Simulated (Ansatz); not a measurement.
# Ge (P-6m2)

All numbers below come from DFT PBE, scalar-relativistic, plane waves, PAW in Ansatz.

Cutoff 420 eV; k points 12×12×2 on the computed 12-atom cell (Γ-centred); Gaussian smearing, width 0.10 eV; no spin polarisation.

The structure is relaxed at this level of theory with its symmetry kept, and needn't be the ground state of this composition.

```
Ge
1.0
     4.06322    0.00000    0.00000
    -2.03161    3.51886    0.00000
     0.00000    0.00000   20.03493
Ge
12
Direct
  0.00000 0.00000 0.60443
  0.00000 0.00000 0.27034
  0.66667 0.33333 0.43748
  0.66667 0.33333 0.77142
  0.66667 0.33333 0.10448
  0.33333 0.66667 0.93730
  0.00000 0.00000 0.39557
  0.00000 0.00000 0.72966
  0.66667 0.33333 0.22858
  0.66667 0.33333 0.56252
  0.66667 0.33333 0.89552
  0.33333 0.66667 0.06270
```

**Question.** Energy over the standard state (uncorrected)?

**Answer.** +0.009 eV/atom.

**Question.** Kohn–Sham band gap?

**Answer.** zero, with almost no states at the Fermi level.

**Question.** Density of states at the Fermi level?

**Answer.** 0.0 states/eV per cell.

**Question.** Orbital (Löwdin) character within 0.5 eV of the Fermi level?

**Answer.** Ge 4p 78 %, Ge 4s 20 %.

The cell was found from a structure generator's guess, not taken from experiment. Löwdin shares on free-atom orbitals overweight diffuse shells.
